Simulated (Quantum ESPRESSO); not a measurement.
Input of a Quantum ESPRESSO 7.5 run:

Contents of pw.in:

```
&CONTROL
  calculation = 'scf'
  prefix = 'pwscf'
  outdir = './tmp'
  pseudo_dir = './pseudo'
  tprnfor = .true.
  tstress = .true.
  disk_io = 'low'
/
&SYSTEM
  ibrav = 0
  celldm(1) = 8
  nat = 2
  ntyp = 1
  ecutwfc = 88
  nbnd = 24
  occupations = 'smearing'
  smearing = 'fd'
  degauss = 0.00367493
/
&ELECTRONS
  conv_thr = 4d-10
  electron_maxstep = 120
  mixing_beta = 0.5
/
ATOMIC_SPECIES
Ru   101.0700 Ru.upf
CELL_PARAMETERS alat
  0.6391526185016   0.0000000000000   0.0000000000000
 -0.3195763092508   0.5535224045272   0.0000000000000
  0.0000000000000   0.0000000000000   1.0114522866294
ATOMIC_POSITIONS crystal
Ru     0.6666666667    0.3333333333    0.7500000000
Ru     0.3333333333    0.6666666667    0.2500000000
K_POINTS automatic
9 9 5 0 0 0
```

File nscf.in:

```
&CONTROL
  calculation = 'nscf'
  prefix = 'pwscf'
  outdir = './tmp'
  pseudo_dir = './pseudo'
  disk_io = 'low'
/
&SYSTEM
  ibrav = 0
  celldm(1) = 8
  nat = 2
  ntyp = 1
  ecutwfc = 88
  nbnd = 37
  occupations = 'smearing'
  smearing = 'fd'
  degauss = 0.00367493
  nosym = .true.
  noinv = .true.
/
&ELECTRONS
  conv_thr = 1d-09
  electron_maxstep = 120
  mixing_beta = 0.5
  diago_full_acc = .true.
  startingwfc = 'random'
/
ATOMIC_SPECIES
Ru   101.0700 Ru.upf
CELL_PARAMETERS alat
  0.6391526185016   0.0000000000000   0.0000000000000
 -0.3195763092508   0.5535224045272   0.0000000000000
  0.0000000000000   0.0000000000000   1.0114522866294
ATOMIC_POSITIONS crystal
Ru     0.6666666667    0.3333333333    0.7500000000
Ru     0.3333333333    0.6666666667    0.2500000000
K_POINTS crystal
196
  0.00000000   0.00000000   0.00000000 5.10204082e-03
  0.00000000   0.00000000   0.25000000 5.10204082e-03
  0.00000000   0.00000000   0.50000000 5.10204082e-03
  0.00000000   0.00000000   0.75000000 5.10204082e-03
  0.00000000   0.14285714   0.00000000 5.10204082e-03
  0.00000000   0.14285714   0.25000000 5.10204082e-03
[... 188 lines left out ...]
  0.85714286   0.85714286   0.50000000 5.10204082e-03
  0.85714286   0.85714286   0.75000000 5.10204082e-03
```

Contents of pw2wan.in:

```
&INPUTPP
  prefix = 'pwscf'
  outdir = './tmp'
  seedname = 'w'
  write_mmn = .true.
  write_amn = .true.
  scdm_proj = .true.
  scdm_entanglement = 'erfc'
  scdm_mu = 26.5
  scdm_sigma = 1
/
```

File bands.in:

```
&CONTROL
  calculation = 'bands'
  prefix = 'pwscf'
  outdir = './tmp'
  pseudo_dir = './pseudo'
  disk_io = 'low'
/
&SYSTEM
  ibrav = 0
  celldm(1) = 8
  nat = 2
  ntyp = 1
  ecutwfc = 88
  nbnd = 37
  occupations = 'smearing'
  smearing = 'fd'
  degauss = 0.00367493
/
&ELECTRONS
  conv_thr = 1d-08
  electron_maxstep = 120
  mixing_beta = 0.5
  diago_full_acc = .true.
  startingwfc = 'random'
/
ATOMIC_SPECIES
Ru   101.0700 Ru.upf
CELL_PARAMETERS alat
  0.6391526185016   0.0000000000000   0.0000000000000
 -0.3195763092508   0.5535224045272   0.0000000000000
  0.0000000000000   0.0000000000000   1.0114522866294
ATOMIC_POSITIONS crystal
Ru     0.6666666667    0.3333333333    0.7500000000
Ru     0.3333333333    0.6666666667    0.2500000000
K_POINTS crystal
66
  0.00000000   0.00000000   0.00000000 1
  0.05555600   0.00000000   0.00000000 1
  0.11111100   0.00000000   0.00000000 1
  0.16666700   0.00000000   0.00000000 1
  0.22222200   0.00000000   0.00000000 1
  0.27777800   0.00000000   0.00000000 1
  0.33333300   0.00000000   0.00000000 1
  0.38888900   0.00000000   0.00000000 1
  0.44444400   0.00000000   0.00000000 1
  0.50000000   0.00000000   0.00000000 1
  0.46666700   0.06666700   0.00000000 1
  0.43333300   0.13333300   0.00000000 1
  0.40000000   0.20000000   0.00000000 1
  0.36666700   0.26666700   0.00000000 1
  0.33333300   0.33333300   0.00000000 1
  0.30000000   0.30000000   0.00000000 1
  0.26666700   0.26666700   0.00000000 1
  0.23333300   0.23333300   0.00000000 1
  0.20000000   0.20000000   0.00000000 1
  0.16666700   0.16666700   0.00000000 1
  0.13333300   0.13333300   0.00000000 1
  0.10000000   0.10000000   0.00000000 1
  0.06666700   0.06666700   0.00000000 1
  0.03333300   0.03333300   0.00000000 1
  0.00000000   0.00000000   0.00000000 1
  0.00000000   0.00000000   0.10000000 1
  0.00000000   0.00000000   0.20000000 1
  0.00000000   0.00000000   0.30000000 1
  0.00000000   0.00000000   0.40000000 1
  0.00000000   0.00000000   0.50000000 1
  0.05555600   0.00000000   0.50000000 1
  0.11111100   0.00000000   0.50000000 1
  0.16666700   0.00000000   0.50000000 1
  0.22222200   0.00000000   0.50000000 1
  0.27777800   0.00000000   0.50000000 1
  0.33333300   0.00000000   0.50000000 1
  0.38888900   0.00000000   0.50000000 1
  0.44444400   0.00000000   0.50000000 1
  0.50000000   0.00000000   0.50000000 1
  0.46666700   0.06666700   0.50000000 1
  0.43333300   0.13333300   0.50000000 1
  0.40000000   0.20000000   0.50000000 1
  0.36666700   0.26666700   0.50000000 1
  0.33333300   0.33333300   0.50000000 1
  0.30000000   0.30000000   0.50000000 1
  0.26666700   0.26666700   0.50000000 1
  0.23333300   0.23333300   0.50000000 1
  0.20000000   0.20000000   0.50000000 1
  0.16666700   0.16666700   0.50000000 1
  0.13333300   0.13333300   0.50000000 1
  0.10000000   0.10000000   0.50000000 1
  0.06666700   0.06666700   0.50000000 1
  0.03333300   0.03333300   0.50000000 1
  0.00000000   0.00000000   0.50000000 1
  0.50000000   0.00000000   0.50000000 1
  0.50000000   0.00000000   0.40000000 1
  0.50000000   0.00000000   0.30000000 1
  0.50000000   0.00000000   0.20000000 1
  0.50000000   0.00000000   0.10000000 1
  0.50000000   0.00000000   0.00000000 1
  0.33333300   0.33333300   0.00000000 1
  0.33333300   0.33333300   0.10000000 1
  0.33333300   0.33333300   0.20000000 1
  0.33333300   0.33333300   0.30000000 1
  0.33333300   0.33333300   0.40000000 1
  0.33333300   0.33333300   0.50000000 1
```

w.win

```
num_wann = 18
num_bands = 29
auto_projections = true
dis_num_iter = 0
num_iter = 1200
search_shells = 100
kmesh_tol = 1.0d-4
conv_tol = 1.0d-8
conv_window = 4
num_print_cycles = 200
fermi_energy = 23.4955
bands_plot = true
write_hr = true
mp_grid = 7 7 4
exclude_bands = 1-8
begin unit_cell_cart
ang
  2.7058000000   0.0000000000   0.0000000000
 -1.3529000000   2.3432915376   0.0000000000
  0.0000000000   0.0000000000   4.2819000000
end unit_cell_cart
begin atoms_frac
Ru   0.6666666667   0.3333333333   0.7500000000
Ru   0.3333333333   0.6666666667   0.2500000000
end atoms_frac
begin kpoint_path
G   0.0000000000   0.0000000000   0.0000000000  M   0.5000000000   0.0000000000   0.0000000000
M   0.5000000000   0.0000000000   0.0000000000  K   0.3333333333   0.3333333333   0.0000000000
K   0.3333333333   0.3333333333   0.0000000000  G   0.0000000000   0.0000000000   0.0000000000
G   0.0000000000   0.0000000000   0.0000000000  A   0.0000000000   0.0000000000   0.5000000000
A   0.0000000000   0.0000000000   0.5000000000  L   0.5000000000   0.0000000000   0.5000000000
L   0.5000000000   0.0000000000   0.5000000000  H   0.3333333333   0.3333333333   0.5000000000
H   0.3333333333   0.3333333333   0.5000000000  A   0.0000000000   0.0000000000   0.5000000000
L   0.5000000000   0.0000000000   0.5000000000  M   0.5000000000   0.0000000000   0.0000000000
K   0.3333333333   0.3333333333   0.0000000000  H   0.3333333333   0.3333333333   0.5000000000
end kpoint_path
bands_num_points = 9
begin kpoints
  0.00000000   0.00000000   0.00000000
  0.00000000   0.00000000   0.25000000
  0.00000000   0.00000000   0.50000000
  0.00000000   0.00000000   0.75000000
  0.00000000   0.14285714   0.00000000
  0.00000000   0.14285714   0.25000000
[... 188 lines left out ...]
  0.85714286   0.85714286   0.50000000
  0.85714286   0.85714286   0.75000000
end kpoints
```

Potentials or basis: PseudoDojo 0.4.1 SR LDA standard.

Command:

```console
$ OMP_NUM_THREADS=1 pw.x -in pw.in > pw.out
$ OMP_NUM_THREADS=1 pw.x -in nscf.in > nscf.out
$ wannier90.x -pp w
$ OMP_NUM_THREADS=1 pw2wannier90.x -in pw2wan.in > pw2wan.out
$ wannier90.x w
$ OMP_NUM_THREADS=1 pw.x -in bands.in > bands.out
```

Q: Predict the total Wannier spread.

A: 41.57 Å² over 18 functions.

Q: Predict the RMS miss of the Wannier bands.

A: 0.069 eV.

Q: Predict the pressure.

A: -11.7 GPa.

Parts of the spread (Å²): invariant 23.37, diagonal 1.242, off-diagonal 16.96, total 41.57. Against the direct bands the interpolation misses by 69 meV (root mean square) and 417 meV at most, for states up to 1 eV over the reference level.
